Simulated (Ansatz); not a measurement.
# CO2 (I-42d): a single-point run

Aim: a sound single-point run of CO2 (I-42d). The structure is shown as the input types it.

Method: DFT r2SCAN, scalar-relativistic, plane waves, PAW, in Ansatz 0.2.0.

1 further run of the same task is left out (it didn't finish).

## (1) Starting point

It takes space group I-42d (No. 122, tetragonal). The conventional cell has a = 3.909 Å, b = 3.909 Å, c = 5.936 Å, α = 90.00°, β = 90.00°, γ = 90.00°. C (site symmetry -4) is surrounded by 4 O at 1.39 Å. Around O (site symmetry 2) lie 2 C at 1.39 Å.

Coordinates:

```xyz
6
Lattice="-1.9547 1.9547 2.9681 1.9547 -1.9547 2.9681 1.9547 1.9547 -2.9681" Properties=species:S:1:pos:R:3 pbc="T T T"
C     0.0000    0.0000    0.0000
C     0.0000    1.9547    1.4840
O     0.6540    0.9774    0.7420
O    -0.9774    1.3008    2.2261
O     1.3008    0.9774    3.7101
O     2.9321    0.6540   -0.7420
```

## (2) Running it

File input.yaml:

```yaml
crystal:
  lattice:
    - [-1.9547201633, 1.9547201633, 2.9680978035]
    - [1.9547201633, -1.9547201633, 2.9680978035]
    - [1.9547201633, 1.9547201633, -2.9680978035]
  atoms:
    - { symbol: C, position: [0.0, 0.0, 0.0] }
    - { symbol: C, position: [0.75, 0.25, 0.5] }
    - { symbol: O, position: [0.375, 0.2922789449, 0.4172789449] }
    - { symbol: O, position: [0.7077210551, 0.125, 0.0827210551] }
    - { symbol: O, position: [0.875, 0.9577210551, 0.5827210551] }
    - { symbol: O, position: [0.0422789449, 0.625, 0.9172789449] }
basis:
  ecutwfc: 500
  ecutrho_ratio: 2
kpoints:
  mp_grid: { grid: [8, 8, 8] }
hamiltonian:
  xc: r2scan
scf:
  occupations: { method: gaussian, width: 0.05 }
  max_iter: 60
output:
  forces: true
  stress: true
```

Launch:

```sh
$ ansatz run input.yaml --threads 4 --pin off --max-ram 7168MiB --backend cpu --events-out ev --progress --plain --runs-dir out
```

**Question.** How will this run end, and is anything wrong with its input?

The run converged and reported no error, with warnings (cutoff below recommended). Its log warns: «basis.ecutrho_ratio = 2 (ecutrho = 1000 eV) is below the records' recommended 2000 eV»

In the input, basis.ecutrho_ratio is 2. The risk: density grid too coarse. The run converged, but that does not make its result sound.

The test: set basis.ecutrho_ratio to 4.
